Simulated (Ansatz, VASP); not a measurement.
One calculation of Na2S, two programs

```
Na S
1.0
     0.00000    3.28363    3.28363
     3.28363    0.00000    3.28363
     3.28363    3.28363    0.00000
Na S
2 1
Direct
  0.25000 0.25000 0.25000
  0.75000 0.75000 0.75000
  0.00000 0.00000 0.00000
```

Alike in both runs: task relaxation of cell and atoms; functional PBE; k mesh 8 × 8 × 8; occupations gaussian, width 0.02 eV; no spin polarisation.

|  | VASP | Ansatz |
| --- | --- | --- |
| version | VASP 6.6.1 | Ansatz 0.2.0 |
| potentials or method | VASP PAW PBE potentials, release 64 (Na_pv, S) | scalar-relativistic, plane waves, PAW |
| plane-wave cutoff (eV) | 600 | 420 |
| valence electrons in the cell | 20 | 24 |

```tsv
	VASP	Ansatz	Ansatz less VASP
gap on the k mesh at the Fermi level, each at its own relaxed structure (eV)	2.45	2.45	0.000
relaxed volume (Å³/atom)	23.60	23.60	0.000
relaxed cell length with the largest relative difference (Å)	4.644	4.644	0.0000
```

The two sets of potentials don't hold the same shells in valence.

Caveats: the relaxation stopped at its first step, so nothing moved. A hybrid or GW would open this gap; PBE tends to underestimate it. A k mesh can miss the band edges.
